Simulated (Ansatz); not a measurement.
**Ag: a hydrostatic pressure series**

How does Ag compress? Cell and atoms are relaxed at 7 pressures between -1 and 90 GPa.

This is Ag in the bcc structure; at room conditions it is fcc.

Method: DFT r2SCAN, scalar-relativistic, plane waves, PAW, in Ansatz 0.2.0.

1 further run of the same task is left out (set aside as unsound or not needed).

## Step 1: The structure to begin with

Symmetry: Im-3m, No. 229, cubic system. The conventional cell has a = 3.269 Å, b = 3.269 Å, c = 3.269 Å, α = 90.00°, β = 90.00°, γ = 90.00°. Around Ag (site symmetry m-3m) lie 8 Ag at 2.83 Å.

Coordinates:

```cif
data_structure
_symmetry_space_group_name_H-M 'P 1'
_symmetry_Int_Tables_number 1
_cell_length_a 2.8306
_cell_length_b 2.8306
_cell_length_c 2.8306
_cell_angle_alpha 109.471
_cell_angle_beta 109.471
_cell_angle_gamma 109.471
_cell_volume 17.46
loop_
_atom_site_label
_atom_site_type_symbol
_atom_site_fract_x
_atom_site_fract_y
_atom_site_fract_z
_atom_site_occupancy
Ag1 Ag 0.00000 0.00000 0.00000 1
```

It goes back to an entry of the Materials Project, which need not be the stable form.

It is the result of an earlier relaxation at this level (volume 17.46 Å³/atom; gap on the mesh: none (metal)).

## Step 2: Relaxing at -1 GPa

Input file input.yaml:

```yaml
crystal:
  lattice:
    - [-1.6395304194, 1.6395304194, 1.6395304194]
    - [1.6395304194, -1.6395304194, 1.6395304194]
    - [1.6395304194, 1.6395304194, -1.6395304194]
  atoms:
    - { symbol: Ag, position: [0.0, 0.0, 0.0] }
basis:
  ecutwfc: 500
kpoints:
  mp_grid: { grid: [18, 18, 18] }
hamiltonian:
  xc: r2scan
scf:
  occupations: { method: gaussian, width: 0.1 }
output:
  forces: true
  stress: true
  eigenvalues: true
  write_density: true
  write_potential: true
  elf: true
  volumetric_format: npy
relax:
  adjacent_minimum: "off"
  f_tol: 0.008
  max_steps: 50
  cell: { stress_tol: 0.08, p_target: -1.0 }
```

On the command line:

```
> ansatz run input.yaml --threads 1 --pin off --max-ram 2560MiB --backend cpu --events-out ev --progress --plain --runs-dir out
```

The session goes on with these runs: relaxing at 1 GPa; 4 GPa; 12 GPa; relaxing at 25 GPa; 50 GPa; relaxing at 90 GPa.

Q: Predict the outcome of this session. Wanted: bulk modulus B0; B0'.

The runs gave:

| quantity | value |
| --- | --- |
| volume at 90 GPa | 12.37 Å³/atom, V/V0 = 0.709 |
| bulk modulus B0 (third-order Birch-Murnaghan) | 98 GPa |
| B0' | 5.7 |

**Reading.** Up to 90 GPa the volume falls by 29.1 %. A third-order Birch-Murnaghan curve fits the points with B0 = 98 GPa. The symmetry of the start is kept, so a transition to another structure would not show.
